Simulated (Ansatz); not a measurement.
## CdTe: changing the dispersion correction

The cell as given:

```cif
data_structure
_symmetry_space_group_name_H-M 'F-43m'
_symmetry_Int_Tables_number 216
_cell_length_a 6.4100
_cell_length_b 6.4100
_cell_length_c 6.4100
_cell_angle_alpha 90.000
_cell_angle_beta 90.000
_cell_angle_gamma 90.000
_cell_volume 263.37
loop_
_atom_site_label
_atom_site_type_symbol
_atom_site_symmetry_multiplicity
_atom_site_Wyckoff_symbol
_atom_site_fract_x
_atom_site_fract_y
_atom_site_fract_z
_atom_site_occupancy
Te1 Te 4 c 0.25000 0.25000 0.25000 1
Cd1 Cd 4 a 0.00000 0.00000 0.00000 1
```

Kept alike: task relaxation of cell and atoms; functional PBEsol; k mesh 7 × 7 × 7; occupations fermi-dirac, width 0.05 eV; no spin polarisation. Program: Ansatz, all-electron LAPW, scalar-relativistic. The mesh is that of the run's cell of 2 atoms. No spin-orbit coupling.

| dispersion correction | volume (Å³/atom) |
| --- | --- |
| D3(BJ) | 32.922 |
| D4 | 33.405 |
| none | 34.169 |

Stopped at the starting cell, within the stress tolerance: D3(BJ). The relaxations keep at least the cell's symmetry (F-43m). Relaxations stop with a little pressure left, so the last digits of a volume or edge aren't settled.

**Question.** What does the dispersion correction change here?

**Answer.** The volume runs from 32.922 (D3(BJ)) to 34.169 Å³/atom (none). Against no correction: D3(BJ) -3.6 %; D4 -2.2 %. Dispersion terms mostly attract and so lower the volume; the schemes' coefficients and damping set how far. Measured: 34.11 Å³/atom (arxiv:cond-mat/0608141); nearest none, 0.06 Å³/atom off. The runs are for a static lattice.

Plain PBEsol already gives CdTe close to its measured volume, and both dispersion corrections compress the crystal too far. The lattice is held together by polar covalent Cd–Te bonds, not by van der Waals contacts, and PBEsol is built to describe the slowly varying densities that govern equilibrium volumes in such solids. An added pairwise attraction therefore probably counts part of the medium-range correlation twice. The effect is visible because Cd and Te are large, polarisable atoms and the open tetrahedral framework is soft, so a modest extra pull shifts the volume noticeably. The smaller contraction with D4 may reflect its charge-dependent coefficients, which weaken the dispersion assigned to electron-poor Cd, or simply different damping.

Zero-point and thermal expansion would move the uncorrected volume slightly further from experiment and the corrected ones closer, but probably not enough to change which lies nearest. The comparison supports leaving out the correction for the bulk volume of CdTe with this functional; it doesn't carry over to molecules adsorbed on its surfaces, where dispersion can dominate the binding.
